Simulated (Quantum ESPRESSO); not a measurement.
# Nb (Im-3m) in Quantum ESPRESSO: energy-loss spectrum with PBEsol

Aim: the energy-loss spectrum of Nb with PBEsol.

Everything below comes from runs of Quantum ESPRESSO 7.5. Logs are shortened: lines on timing, memory, paths and dates and some standing lists are left out, and cuts for length are marked.

## Step 1: The cell of the first run

Symmetry: Im-3m, No. 229, cubic system. The conventional cell has a = 3.237 Å, b = 3.237 Å, c = 3.237 Å, α = 90.00°, β = 90.00°, γ = 90.00°. Nb (site symmetry m-3m) is surrounded by 8 Nb at 2.80 Å.

## Step 2: Energy-loss spectrum, PBEsol (volume scaled by 0.92)

The input, pw.in:

```
&CONTROL
  calculation = 'scf'
  prefix = 'pwscf'
  outdir = './tmp'
  pseudo_dir = './pseudo'
  tprnfor = .true.
  tstress = .true.
  disk_io = 'low'
/
&SYSTEM
  ibrav = 0
  celldm(1) = 8
  nat = 1
  ntyp = 1
  ecutwfc = 45
  ecutrho = 360
  nbnd = 12
  occupations = 'smearing'
  smearing = 'gaussian'
  degauss = 0.00999582
/
&ELECTRONS
  conv_thr = 2d-10
  electron_maxstep = 120
  mixing_beta = 0.5
/
ATOMIC_SPECIES
Nb    92.9064 nb_pbesol_v1.uspp.F.UPF
CELL_PARAMETERS alat
 -0.3822772277548   0.3822772277548   0.3822772277548
  0.3822772277548  -0.3822772277548   0.3822772277548
  0.3822772277548   0.3822772277548  -0.3822772277548
ATOMIC_POSITIONS crystal
Nb     0.0000000000    0.0000000000    0.0000000000
K_POINTS automatic
11 11 11 0 0 0
```

The input, scf2.in:

```
&CONTROL
  calculation = 'scf'
  prefix = 'pwscf'
  outdir = './tmp'
  pseudo_dir = './pseudo'
  tprnfor = .true.
  tstress = .true.
  disk_io = 'low'
/
&SYSTEM
  ibrav = 0
  celldm(1) = 8
  nat = 1
  ntyp = 1
  ecutwfc = 45
  ecutrho = 360
  nbnd = 12
  occupations = 'smearing'
  smearing = 'gaussian'
  degauss = 0.00999582
/
&ELECTRONS
  conv_thr = 1d-11
  electron_maxstep = 120
  mixing_beta = 0.5
  startingpot = 'file'
  startingwfc = 'file'
/
ATOMIC_SPECIES
Nb    92.9064 nb_pbesol_v1.uspp.F.UPF
CELL_PARAMETERS alat
 -0.3822772277548   0.3822772277548   0.3822772277548
  0.3822772277548  -0.3822772277548   0.3822772277548
  0.3822772277548   0.3822772277548  -0.3822772277548
ATOMIC_POSITIONS crystal
Nb     0.0000000000    0.0000000000    0.0000000000
K_POINTS automatic
11 11 11 0 0 0
```

The input, eels.in:

```
&LR_INPUT
  prefix = 'pwscf'
  outdir = './tmp'
  restart_step = 5000
  restart = .false.
/
&LR_CONTROL
  calculator = 'lanczos'
  approximation = 'TDDFT'
  q1 = 0.3811415017
  q2 = 0.3811415017
  q3 = 0
  itermax = 400
/
```

The input, spectrum.in:

```
&LR_INPUT
  prefix = 'pwscf'
  outdir = './tmp'
  eels = .true.
  itermax0 = 400
  itermax = 20000
  extrapolation = 'osc'
  epsil = 0.03
  units = 1
  start = 0
  end = 40
  increment = 0.2
/
```

The input, spectrum_short.in:

```
&LR_INPUT
  prefix = 'pwscf'
  outdir = './tmp'
  eels = .true.
  itermax0 = 266
  itermax = 20000
  extrapolation = 'osc'
  epsil = 0.03
  units = 1
  start = 0
  end = 40
  increment = 0.2
/
```

Potentials or basis: GBRV 1.5 PBEsol.

Command:

```console
$ OMP_NUM_THREADS=1 pw.x -in pw.in > pw.out
$ OMP_NUM_THREADS=1 pw.x -in scf2.in > scf2.out
$ OMP_NUM_THREADS=1 turbo_eels.x -in eels.in > eels.out
$ OMP_NUM_THREADS=1 turbo_spectrum.x -in spectrum.in > spectrum.out
$ OMP_NUM_THREADS=1 turbo_spectrum.x -in spectrum_short.in > spectrum_short.out
```

pw.out:

```text
This program is part of the open-source Quantum ESPRESSO suite
     for quantum simulation of materials; please cite
[... 9 lines left out ...]
     --------------------
     sticks:   dense  smooth     PW     G-vecs:    dense   smooth      PW
     Sum         749     383    129                13115     4729     935

     Using Slab Decomposition

     bravais-lattice index     =            0
     lattice parameter (alat)  =       8.0000  a.u.
     unit-cell volume          =     114.4103 (a.u.)^3
     number of atoms/cell      =            1
     number of atomic types    =            1
     number of electrons       =        13.00
     number of Kohn-Sham states=           12
     kinetic-energy cutoff     =      45.0000  Ry
     charge density cutoff     =     360.0000  Ry
     scf convergence threshold =      2.0E-10
     mixing beta               =       0.5000
     number of iterations used =            8  plain     mixing
     Exchange-correlation= SLA  PW   PSX  PSC
                           (   1   4  10   8   0   0   0)

     celldm(1)=   8.000000  celldm(2)=   0.000000  celldm(3)=   0.000000
     celldm(4)=   0.000000  celldm(5)=   0.000000  celldm(6)=   0.000000

     crystal axes: (cart. coord. in units of alat)
               a(1) = (  -0.382277   0.382277   0.382277 )
               a(2) = (   0.382277  -0.382277   0.382277 )
               a(3) = (   0.382277   0.382277  -0.382277 )

     reciprocal axes: (cart. coord. in units 2 pi/alat)
               b(1) = ( -0.000000  1.307951  1.307951 )
               b(2) = (  1.307951 -0.000000  1.307951 )
               b(3) = (  1.307951  1.307951  0.000000 )

     PseudoPot. # 1 for Nb read from file:
     nb_pbesol_v1.uspp.F.UPF
     Pseudo is Ultrasoft + core correction, Zval = 13.0
     Generated by new atomic code, or converted to UPF format
     Using radial grid of  887 points,  6 beta functions with:
                l(1) =   0
                l(2) =   0
                l(3) =   1
                l(4) =   1
                l(5) =   2
                l(6) =   2
     Q(r) pseudized with  6 coefficients,  rinner =    1.000   1.000   1.000
                                                       1.000   1.000

     atomic species   valence    mass     pseudopotential
     Nb               13.00    92.90640     Nb( 1.00)

     48 Sym. Ops., with inversion, found

   Cartesian axes

     site n.     atom                  positions (alat units)
         1        Nb     tau(   1) = (   0.0000000   0.0000000   0.0000000  )

     number of k points=    56  Gaussian smearing, width (Ry)=  0.0100
                       cart. coord. in units 2pi/alat
        k(    1) = (   0.0000000   0.0000000   0.0000000), wk =   0.0015026
        k(    2) = (   0.1189047   0.1189047   0.0000000), wk =   0.0180316
        k(    3) = (   0.2378093   0.2378093   0.0000000), wk =   0.0180316
        k(    4) = (   0.3567140   0.3567140   0.0000000), wk =   0.0180316
        k(    5) = (   0.4756187   0.4756187   0.0000000), wk =   0.0180316
        k(    6) = (   0.5945233   0.5945233   0.0000000), wk =   0.0180316
[... 48 lines left out ...]
        k(   55) = (  -1.1890466  -0.1189047  -0.1189047), wk =   0.0120210
        k(   56) = (  -0.0000000  -0.0000000   1.1890466), wk =   0.0090158

     Dense  grid:    13115 G-vectors     FFT dimensions: (  32,  32,  32)

     Smooth grid:     4729 G-vectors     FFT dimensions: (  24,  24,  24)

     Initial potential from superposition of free atoms

     starting charge      12.9975, renormalised to      13.0000
     Starting wfcs are   13 randomized atomic wfcs

     Self-consistent Calculation

     iteration #  1     ecut=    45.00 Ry     beta= 0.50
     Davidson diagonalization with overlap
     ethr =  1.00E-02,  avg # of iterations =  4.2

     Threshold (ethr) on eigenvalues was too large:
     Diagonalizing with lowered threshold

     Davidson diagonalization with overlap
     ethr =  6.47E-04,  avg # of iterations =  1.2

     total energy              =    -117.91500157 Ry
     estimated scf accuracy    <       0.08448588 Ry

     iteration #  2     ecut=    45.00 Ry     beta= 0.50
     Davidson diagonalization with overlap
     ethr =  6.50E-04,  avg # of iterations =  2.0

     total energy              =    -117.92551675 Ry
     estimated scf accuracy    <       0.00355008 Ry

     iteration #  3     ecut=    45.00 Ry     beta= 0.50
     Davidson diagonalization with overlap
     ethr =  2.73E-05,  avg # of iterations =  2.6

     total energy              =    -117.92586902 Ry
     estimated scf accuracy    <       0.00036562 Ry

     iteration #  4     ecut=    45.00 Ry     beta= 0.50
     Davidson diagonalization with overlap
     ethr =  2.81E-06,  avg # of iterations =  2.0

     total energy              =    -117.92588412 Ry
     estimated scf accuracy    <       0.00000799 Ry

     iteration #  5     ecut=    45.00 Ry     beta= 0.50
     Davidson diagonalization with overlap
     ethr =  6.14E-08,  avg # of iterations =  2.0

     total energy              =    -117.92588707 Ry
     estimated scf accuracy    <       0.00000109 Ry

     iteration #  6     ecut=    45.00 Ry     beta= 0.50
     Davidson diagonalization with overlap
     ethr =  8.40E-09,  avg # of iterations =  1.9

     total energy              =    -117.92588721 Ry
     estimated scf accuracy    <       0.00000002 Ry

     iteration #  7     ecut=    45.00 Ry     beta= 0.50
     Davidson diagonalization with overlap
     ethr =  1.22E-10,  avg # of iterations =  2.1

     total energy              =    -117.92588722 Ry
     estimated scf accuracy    <          7.0E-10 Ry

     iteration #  8     ecut=    45.00 Ry     beta= 0.50
     Davidson diagonalization with overlap
     ethr =  5.36E-12,  avg # of iterations =  2.3

     End of self-consistent calculation

          k = 0.0000 0.0000 0.0000 (   603 PWs)   bands (ev):

   -35.0776 -10.2619 -10.2619 -10.2619  13.0843  19.4623  19.4623  19.4623
    22.5760  22.5760  33.4488  33.4488

          k = 0.1189 0.1189 0.0000 (   591 PWs)   bands (ev):

   -35.0531 -10.4039 -10.3044 -10.2633  13.4453  19.2367  19.3988  19.8159
    22.2492  22.5764  33.7466  34.0757

          k = 0.2378 0.2378 0.0000 (   591 PWs)   bands (ev):

   -34.9870 -10.7738 -10.4170 -10.2672  14.3669  18.6901  19.1215  20.8401
    21.9152  22.6237  34.1696  35.7854

          k = 0.3567 0.3567 0.0000 (   591 PWs)   bands (ev):

   -34.8992 -11.2368 -10.5611 -10.2723  15.2397  18.0712  19.0817  22.1192
    22.4172  22.7947  33.4784  35.5024

          k = 0.4756 0.4756 0.0000 (   583 PWs)   bands (ev):

   -34.8171 -11.6435 -10.6903 -10.2772  15.3503  17.5722  20.1163  22.5388
    23.0868  24.2853  32.0370  33.7553

          k = 0.5945 0.5945 0.0000 (   578 PWs)   bands (ev):

   -34.7678 -11.8779 -10.7657 -10.2802  15.1615  17.3001  21.4535  22.6916
    23.3473  25.8003  31.0366  32.3819

          k = 0.2378 0.1189 0.1189 (   593 PWs)   bands (ev):

   -35.0078 -10.6577 -10.3528 -10.2973  14.1003  18.9509  19.0613  20.5752
    21.8259  22.7048  34.2664  35.1088

          k = 0.3567 0.2378 0.1189 (   587 PWs)   bands (ev):

   -34.9308 -11.0524 -10.4898 -10.3149  15.1034  18.3794  18.7110  21.6783
    21.9874  22.9435  34.4153  35.7144

          k = 0.4756 0.3567 0.1189 (   583 PWs)   bands (ev):

   -34.8457 -11.4587 -10.6515 -10.3238  15.6493  17.8275  19.0772  22.0527
    23.1910  23.8156  33.0319  34.6965

          k = 0.5945 0.4756 0.1189 (   582 PWs)   bands (ev):

   -34.7798 -11.7575 -10.7744 -10.3297  15.5093  17.4668  20.2577  22.4920
    23.4852  25.6443  31.8074  32.8550

          k = 0.7134 0.5945 0.1189 (   580 PWs)   bands (ev):

   -34.7550 -11.8667 -10.8198 -10.3318  15.3844  17.3416  20.9513  22.5285
    23.7580  26.5281  31.3565  31.9256

          k = 0.4756 0.2378 0.2378 (   589 PWs)   bands (ev):

   -34.8563 -11.3576 -10.6353 -10.3786  15.9810  17.9785  18.4002  21.6844
    23.2852  23.8171  33.8806  35.2044

          k = 0.5945 0.3567 0.2378 (   578 PWs)   bands (ev):

   -34.7870 -11.5991 -10.8293 -10.4074  16.2352  17.6496  18.9175  22.0748
    23.4861  25.8998  32.4872  34.0994

          k = 0.7134 0.4756 0.2378 (   583 PWs)   bands (ev):

   -34.7454 -11.7289 -10.9607 -10.4188  16.0660  17.5289  19.6484  22.4157
    23.7223  27.6192  31.2137  32.7075

          k = 0.7134 0.3567 0.3567 (   586 PWs)   bands (ev):

   -34.7419 -11.6105 -11.0826 -10.4527  16.6065  17.6570  18.8440  22.4458
    23.4922  28.1871  31.0581  33.2115

          k = 0.8323 0.4756 0.3567 (   582 PWs)   bands (ev):

   -34.7250 -11.5592 -11.2372 -10.4654  16.6453  17.8256  18.7497  22.7712
    23.4547  29.7150  30.1463  32.0409

          k = 0.2378 0.2378 0.2378 (   594 PWs)   bands (ev):

   -34.9501 -10.9931 -10.3665 -10.3665  14.9467  18.4331  18.4331  21.9979
    22.3619  22.3619  34.8312  35.6715

          k = 0.3567 0.3567 0.2378 (   589 PWs)   bands (ev):

   -34.8735 -11.3376 -10.5418 -10.3847  15.9283  17.8710  18.1857  22.3751
    22.8150  23.8518  34.2978  35.1966

          k = 0.4756 0.4756 0.2378 (   580 PWs)   bands (ev):

   -34.8021 -11.6125 -10.7347 -10.4014  16.0875  17.4757  19.1101  22.6529
    23.1708  25.8327  32.7845  33.2814

          k = 0.5945 0.5945 0.2378 (   583 PWs)   bands (ev):

   -34.7593 -11.7636 -10.8576 -10.4115  15.8771  17.2745  20.3594  22.8567
    23.3992  27.2784  31.4891  31.8323

          k =-0.0000-0.0000 0.2378 (   591 PWs)   bands (ev):

   -35.0292 -10.4547 -10.3477 -10.3477  13.7944  19.4062  19.4062  19.7887
    21.5109  22.9516  34.5305  34.6749

          k = 0.4756 0.3567 0.3567 (   585 PWs)   bands (ev):

   -34.8105 -11.5364 -10.6868 -10.4871  16.7329  17.6365  17.9967  22.6248
    23.1731  25.9871  33.4298  34.2928
[... 98 lines left out ...]
   -34.7492 -11.5319 -10.8692 -10.6287  16.3583  17.9841  18.9850  20.9840
    23.9068  24.8051  33.1548  35.9217

          k = 0.1189-0.1189 0.7134 (   581 PWs)   bands (ev):

   -34.7499 -11.4006 -10.9190 -10.7046  16.8046  17.3566  19.5900  20.7312
    23.0945  24.7761  33.6492  36.8069

          k =-0.0000-0.3567 0.8323 (   576 PWs)   bands (ev):

   -34.7042 -11.7325 -10.9485 -10.6195  16.0372  18.3228  18.7596  20.9622
    25.5105  26.3335  31.8841  35.1517

          k = 0.1189-0.2378 0.8323 (   584 PWs)   bands (ev):

   -34.6927 -11.5870 -11.0758 -10.7045  16.5409  17.3561  19.1995  21.3664
    24.1622  26.7017  32.4617  34.8093

          k =-1.1890-0.3567-0.3567 (   582 PWs)   bands (ev):

   -34.6712 -11.6593 -11.1336 -10.7002  16.3124  17.5768  18.9201  21.4768
    24.9423  28.2979  30.9798  33.5848

          k =-1.0701-0.2378-0.3567 (   581 PWs)   bands (ev):

   -34.6588 -11.5393 -11.3182 -10.7083  16.7310  17.0030  18.7195  22.6613
    23.9222  29.3074  30.9073  32.5087

          k = 0.0000 0.0000 0.7134 (   582 PWs)   bands (ev):

   -34.7513 -11.2268 -10.8922 -10.8922  16.8103  17.3567  20.4144  20.4144
    22.1696  24.4148  34.3485  37.6309

          k =-0.0000-0.1189 0.8323 (   585 PWs)   bands (ev):

   -34.6836 -11.4290 -11.0345 -10.9445  16.5344  16.8774  20.5690  21.0489
    23.6352  25.3294  34.1548  35.4981

          k =-0.0000-0.2378 0.9512 (   584 PWs)   bands (ev):

   -34.6430 -11.5902 -11.1174 -10.9296  16.0888  16.8244  20.4573  21.1941
    25.2501  27.3521  31.6037  33.5187

          k = 0.1189-0.1189 0.9512 (   581 PWs)   bands (ev):

   -34.6325 -11.4904 -11.2194 -10.9816  16.1002  16.4487  20.6134  22.2863
    24.2889  27.1066  32.3451  33.2483

          k =-1.1890-0.2378-0.2378 (   582 PWs)   bands (ev):

   -34.6133 -11.5131 -11.3073 -10.9745  15.9592  16.2530  20.5034  22.8483
    24.7630  29.1720  30.4305  31.8050

          k =-0.0000-0.0000 0.9512 (   582 PWs)   bands (ev):

   -34.6227 -11.3745 -11.1821 -11.1821  15.8794  16.2416  22.1463  22.1463
    23.7994  26.0077  33.4323  33.4323

          k =-0.0000-0.1189 1.0701 (   579 PWs)   bands (ev):

   -34.5861 -11.4563 -11.2679 -11.2038  15.5237  15.7609  22.5735  22.8204
    25.0285  27.7706  30.8980  31.5345

          k =-1.1890-0.1189-0.1189 (   580 PWs)   bands (ev):

   -34.5687 -11.3988 -11.3988 -11.2164  15.4050  15.4050  22.7049  24.5799
    24.5799  29.5052  29.5052  29.9579

          k =-0.0000-0.0000 1.1890 (   598 PWs)   bands (ev):

   -34.5521 -11.3823 -11.3556 -11.3556  15.1129  15.1817  24.5080  24.5080
    25.0053  28.2541  29.5677  29.5677

     the Fermi energy is    19.0864 ev

!    total energy              =    -117.92588722 Ry
     estimated scf accuracy    <          6.2E-11 Ry
     smearing contrib. (-TS)   =      -0.00130902 Ry
     internal energy E=F+TS    =    -117.92457820 Ry

     The total energy is F=E-TS. E is the sum of the following terms:
     one-electron contribution =     -13.14409147 Ry
     hartree contribution      =      14.15882505 Ry
     xc contribution           =     -18.38557611 Ry
     ewald contribution        =    -100.55373567 Ry

     convergence has been achieved in   8 iterations

     Forces acting on atoms (cartesian axes, Ry/au):

     atom    1 type  1   force =     0.00000000    0.00000000    0.00000000

     Total force =     0.000000     Total SCF correction =     0.000000

     Computing stress (Cartesian axis) and pressure

          total   stress  (Ry/bohr**3)                   (kbar)     P=       64.18
   0.00043632   0.00000000  -0.00000000           64.18        0.00       -0.00
   0.00000000   0.00043632  -0.00000000            0.00       64.18       -0.00
  -0.00000000  -0.00000000   0.00043632           -0.00       -0.00       64.18

=------------------------------------------------------------------------------=
   JOB DONE.
=------------------------------------------------------------------------------=
```

It took 30 min on 1 thread of Intel Xeon at 2.50GHz (Skylake/Cascade Lake), shared host; peak memory 0.51 GiB.

Results:

```yaml
Free_energy: -1604.4634 eV
Pressure: 6.4 GPa
Band_gap_on_the_k_mesh: none (metal or under the smearing width)
Peak_of_the_energy-loss_function: 22.0 eV
```

Levels at points of the mesh, in eV from the Fermi level:
| k point | band 2 | band 3 | band 4 | band 5 | band 6 | band 7 | band 8 | band 9 | band 10 | band 11 |
| --- | --- | --- | --- | --- | --- | --- | --- | --- | --- | --- |
| (0.00, 0.00, 0.00) | -29.35 | -29.35 | -29.35 | -6.00 | 0.38 | 0.38 | 0.38 | 3.49 | 3.49 | 14.36 |

Energy-loss function at q = [0.56569, 0.56569, 0.0] (Å⁻¹, cartesian):
```tsv
energy (eV)	loss
0.0	0.000
1.8	0.011
3.4	0.061
5.2	0.093
7.0	0.139
8.6	0.224
10.4	0.477
12.2	0.447
13.8	0.287
15.6	0.337
17.4	0.590
19.0	0.877
20.8	1.440
22.4	1.684
24.2	1.233
26.0	0.747
27.6	0.411
29.4	0.322
31.2	0.394
32.8	0.394
34.6	0.369
36.4	0.494
38.0	0.691
39.8	0.917
```

Caveat: the Lanczos chain is short for so many electrons, so humps in the spectrum may be artefacts.
